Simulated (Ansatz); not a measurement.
```
CELL_PARAMETERS angstrom
0.00000 2.23346 2.23346
2.23346 0.00000 2.23346
2.23346 2.23346 0.00000
ATOMIC_POSITIONS crystal
Na 0.00000 0.00000 0.00000
F 0.50000 0.50000 0.50000
```

PBE in Ansatz, hard PAW set made for 700 eV, wave cutoff 700 eV, 4×4×4 mesh, fixed fractional positions. The pressure is 9.8 GPa and the gap on the mesh 6.95 eV.

The cell is scaled evenly to 1.128 times its volume. What pressure and gap follow, and what mean bulk modulus do the two pressures imply?

1.6 GPa, gap 6.26 eV; B = −ΔP/Δln V ≈ 68 GPa over this range.

The cell is a model at fixed atoms and needn't be the relaxed known crystal. The mesh is coarse, so these values aren't converged.
